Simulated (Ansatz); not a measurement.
Runs of Ansatz 0.2.0 on I. It takes space group Cmce (No. 64, orthorhombic). Conventional cell: a = 7.270 Å, b = 4.790 Å, c = 9.793 Å, α = 90.00°, β = 90.00°, γ = 90.00°. Around I (site symmetry m) lie 1 I at 2.68 Å. 

```tsv
task	level	cell	smearing	gap on the mesh (eV)	pressure (GPa)	relaxed volume (Å³/atom)	largest force (eV/Å)
single point	PBE	as given	gaussian 0.026 eV	1.33	1.8	-	0.86
single point	PBE	as given	gaussian 0.021 eV	1.33	1.8	-	0.86
relaxation of cell and atoms	PBE+D4	relaxed	fermi-dirac 0.05 eV	0.88	0.0	39.29	-
single point	PBE	as given	gaussian 0.027 eV	1.33	1.8	-	0.86
single point	PBE	as given	gaussian 0.019 eV	1.33	1.8	-	0.86
single point	PBE	as given	gaussian 0.023 eV	1.33	1.8	-	0.86
relaxation of cell and atoms	PBEsol+D3(BJ)	relaxed	fermi-dirac 0.05 eV	(a)	0.0	35.70	-
single point	PBE	as given	gaussian 0.024 eV	1.33	1.8	-	0.86
```

Alike in all rows: potentials or basis Ansatz PAW; no spin polarisation; k mesh 7 × 7 × 3; cutoff (eV) 420.

Estimate the missing entries.

(a) 0.69.

Caveats: odd divisions of the mesh miss points on the zone boundary, where band edges often lie, so the gap on the mesh can be too wide; spin-orbit coupling is left out, which moves the levels of the heavy elements; the plane-wave basis is chosen anew once the cell has moved, so the energies of steps on either side of that aren't comparable (some runs); the volume moved by over 15 % at a fixed basis, so the end points are rough (some runs); the volume moved by -16 % from the deposited cell, more than functionals usually miss (some runs); the PAW data sets come from PBE, with cores solved anew for the run's functional, which leaves a small shift of forces and pressure (some runs).

A k mesh can miss the band edges, and the runs leave out spin-orbit coupling on I.
